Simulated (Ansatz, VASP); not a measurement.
# One calculation of Ge, two programs

```
CELL_PARAMETERS angstrom
1.40856 -2.55925 0.00000
1.40856 2.55925 0.00000
0.00000 0.00000 2.68771
ATOMIC_POSITIONS crystal
Ge 0.50000 0.50000 0.00000
```

Alike in both runs: functional PBE; k mesh 16 × 16 × 16; occupations gaussian, width 0.1 eV; no spin polarisation.

Ansatz relaxed the structure, and its values are those at the end. VASP's run is a single point on that final structure, the one shown.

```csv
,VASP,Ansatz
version,VASP 6.6.1,Ansatz 0.2.0
potentials or method,"VASP PAW PBE potentials, release 64 (Ge_d)","scalar-relativistic, plane waves, PAW"
plane-wave cutoff (eV),520,420
valence electrons in the cell,14,14
```

```csv
,VASP,Ansatz,Ansatz less VASP
gap on the k mesh at the Fermi level (eV),none,none,-
pressure (GPa),0.0,0.0,-0.02
```

A gap of «none» marks a metal or a gap that the smearing closes.
